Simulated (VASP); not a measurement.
# Zr, self-consistent run: which settings are enough?

Zr, P6_3/mmc (no. 194), 2 atoms in the cell. PBE; PAW potentials Zr_sv (PBE set). VASP 6.6.1.

Wanted: energy within 0.2 meV/atom; Fermi level within 0.005 eV.

What the run is for: comparing ways to start; Accuracy asked: tight.

POSCAR:
```
Zr
1.0
    3.2320000000      0.0000000000      0.0000000000
   -1.6160000000      2.7989941050      0.0000000000
    0.0000000000      0.0000000000      5.1470000000
Zr
2
Direct
    0.6666666667      0.3333333333      0.7500000000
    0.3333333333      0.6666666667      0.2500000000
```

## How the run starts (with a second run first, the time holds both)

| How the run starts (with a second run first, the time holds both) | Energy less reference (meV/atom) | Fermi level (eV) | Time (s) |
|---|---|---|---|
| from scratch: 12 SCF iterations | 0.00 | 9.0113 | 20 |
| orbitals of a nearby geometry (ISTART 1): 12 + 7 SCF iterations | 0.00 | 9.0113 | 42 |
| orbitals and density of a nearby geometry: 12 + 10 SCF iterations | 0.00 | 9.0113 | 51 |
| density of a nearby geometry (ICHARG 1): 12 + 14 SCF iterations | 0.00 | 9.0113 | 72 |
| orbitals in the old basis (ISTART 2), symmetry off: 12 + 9 SCF iterations | 0.45 | 9.0114 | 306 |

## Question

For each series: keep the first row unless others stay within half of the tolerance and take at least 30 % less time, and then take the fastest.

## Answer

- How the run starts (with a second run first, the time holds both): from scratch: 12 SCF iterations

The chosen settings are those of the reference run.

## The input

INCAR:
```
SYSTEM = Zr
GGA = PE ; ISMEAR = 1
SIGMA = 0.1 ; LWAVE = .False.
LCHARG = .False. ; ISIF = 2
PREC = Accurate ; LASPH = .True.
LREAL = .False. ; ALGO = Normal
EDIFF = 1E-6 ; NELM = 120
GGA_COMPAT = .False. ; ENCUT = 400
```

KPOINTS:
```
k-points
0
Gamma
  12 12 7
```

Commands:
```
cat potpaw_PBE.64/Zr_sv/POTCAR > POTCAR
mpirun -np 1 vasp_std > vasp.out
```

The chosen input took VASP 6.6.1 20 s on 1 core (AMD EPYC 9R45 (Zen 5)), a shared host.

## An input that fails: restart asked without its files

VASP's message: ERROR: charge density could not be read from file CHGCAR for ICHARG>10.

Changes against the starting input:
```
- NELM = 120
+ NELM = 60
+ ICHARG = 11
```
